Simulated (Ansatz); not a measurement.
# Hf2O: the cost of one run

Method: DFT PBEsol, scalar-relativistic, plane waves, PAW, in Ansatz 0.2.0.

1 further run of the same task is left out (set aside as unsound or not needed).

## (1) The structure to begin with

It takes space group P6_3/mmc (No. 194, hexagonal). The conventional cell has a = 3.347 Å, b = 3.347 Å, c = 11.664 Å, α = 90.00°, β = 90.00°, γ = 120.00°. Hf (site symmetry 3m) has 3 S at 2.60 Å as nearest neighbours. S (site symmetry -6m2) has 6 Hf at 2.60 Å as nearest neighbours.

Coordinates:

```cif
data_structure
_symmetry_space_group_name_H-M 'P 1'
_symmetry_Int_Tables_number 1
_cell_length_a 3.3465
_cell_length_b 3.3465
_cell_length_c 11.6642
_cell_angle_alpha 90.000
_cell_angle_beta 90.000
_cell_angle_gamma 120.000
_cell_volume 113.13
loop_
_atom_site_label
_atom_site_type_symbol
_atom_site_fract_x
_atom_site_fract_y
_atom_site_fract_z
_atom_site_occupancy
Hf1 Hf 0.66667 0.33333 0.89862 1
Hf2 Hf 0.33333 0.66667 0.39862 1
Hf3 Hf 0.66667 0.33333 0.60138 1
Hf4 Hf 0.33333 0.66667 0.10138 1
S1 S 0.00000 0.00000 0.75000 1
S2 S 0.00000 0.00000 0.25000 1
```

It goes back to an entry of the Materials Project, which need not be the stable form.

This cell was relaxed beforehand with the same method: volume 18.85 Å³/atom, gap on the mesh none (metal).

## (2) S → O: the starting cell

Hf2O starts from the relaxed positions of Hf2S, with all lengths scaled by 0.941, a guess from tabulated radii.

## (3) Probe: one point at the start (Hf2O)

Contents of input.yaml:

```yaml
crystal:
  lattice:
    - [3.1480335596, 0.0, 0.0]
    - [-1.5740167798, 2.7262770345, 0.0]
    - [0.0, 0.0, 10.9723787495]
  atoms:
    - { symbol: Hf, position: [0.6666666667, 0.3333333333, 0.8986176337] }
    - { symbol: Hf, position: [0.3333333333, 0.6666666667, 0.3986176337] }
    - { symbol: Hf, position: [0.6666666667, 0.3333333333, 0.6013823663] }
    - { symbol: Hf, position: [0.3333333333, 0.6666666667, 0.1013823663] }
    - { symbol: O, position: [0.0, 0.0, 0.75] }
    - { symbol: O, position: [0.0, 0.0, 0.25] }
basis:
  ecutwfc: 420
kpoints:
  mp_grid: { grid: [6, 6, 2] }
hamiltonian:
  xc: pbesol
scf:
  occupations: { method: gaussian, width: 0.1 }
output:
  forces: true
  stress: true
  eigenvalues: true
```

The run is started by

```sh
$ ansatz run input.yaml --threads 1 --pin off --max-ram 2560MiB --backend cpu --events-out ev --progress --plain --runs-dir out
```

What time and memory should one allow on 1 thread of Oxide Virtual Turin-like (Zen 5), shared host?

About 2.5 s, with a peak of 0.45 GiB.
